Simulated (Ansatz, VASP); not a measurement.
This is a calculation of BP for Ansatz 0.2.0.

The input input.yaml:

```yaml
crystal:
  lattice:
    - [0.0, 2.269, 2.269]
    - [2.269, 0.0, 2.269]
    - [2.269, 2.269, 0.0]
  atoms:
    - { symbol: P, position: [0.75, 0.75, 0.75] }
    - { symbol: B, position: [0.0, 0.0, 0.0] }
kpoints:
  mp_grid: { grid: [6, 6, 6] }
scf:
  occupations: { method: fermi_dirac, width: 0.04 }
hamiltonian:
  xc: pbe
  pseudopotentials: { kind: all_electron, lapw: { basis_error: 0.002 } }
output:
  forces: true
  stress: true
  eigenvalues: true
```

Potentials or basis: all-electron LAPW, scalar-relativistic.

Command:

```console
$ ansatz run input.yaml --threads 1 --pin off --max-ram 3072MiB --backend cpu --events-out ev --progress --plain --runs-dir out
```

Problem. Set up the same calculation for VASP 6.6.1. Potentials there: VASP PAW PBE potentials, release 64 (P, B).

Solution. As run (the cutoff follows the program's own potentials):

File INCAR:

```
SYSTEM = BP
ALGO     = Normal         ! electronic algorithm
EDIFF    = 1E-7           ! SCF threshold, eV
ENCUT    = 520            ! plane-wave cutoff, eV
GGA      = PE             ! functional
ISIF     = 2              ! what is computed and relaxed
ISMEAR   = -1             ! smearing method
LASPH    = .TRUE.         ! aspherical terms in the spheres
LCHARG   = .FALSE.        ! write CHGCAR
LREAL    = .FALSE.        ! projectors in reciprocal space
LWAVE    = .FALSE.        ! write WAVECAR
NBANDS   = 11             ! bands
NELM     = 60             ! most SCF steps
PREC     = Accurate       ! precision mode
SIGMA    = 0.04           ! smearing width, eV
```

KPOINTS

```
k-points
0
G
  6 6 6
  0 0 0
```

Contents of POSCAR:

```
BP
1.0
    0.0000000000      2.2690000000      2.2690000000
    2.2690000000      0.0000000000      2.2690000000
    2.2690000000      2.2690000000      0.0000000000
P B
1 1
Direct
    0.7500000000      0.7500000000      0.7500000000
    0.0000000000      0.0000000000      0.0000000000
```

Potentials or basis: VASP PAW PBE potentials, release 64 (P, B).

Command:

```sh
$ cat potpaw_PBE.64/P/POTCAR potpaw_PBE.64/B/POTCAR > POTCAR
$ mpirun -np 1 vasp_std > vasp.out
```

Both were run:

|  | VASP | Ansatz | Ansatz less VASP |
| --- | --- | --- | --- |
| gap on the k mesh at the Fermi level (eV) | 1.33 | 1.34 | +0.008 |
| least direct gap on the mesh (eV) | 3.40 | 3.40 | +0.006 |
| pressure (GPa) | 1.0 | 1.2 | +0.20 |

Ansatz ran all-electron here, so the differences hold the error of VASP's frozen core and of both bases.

A k mesh can miss the band edges. PBE gaps usually lie below the measured ones, often by a third to a half.
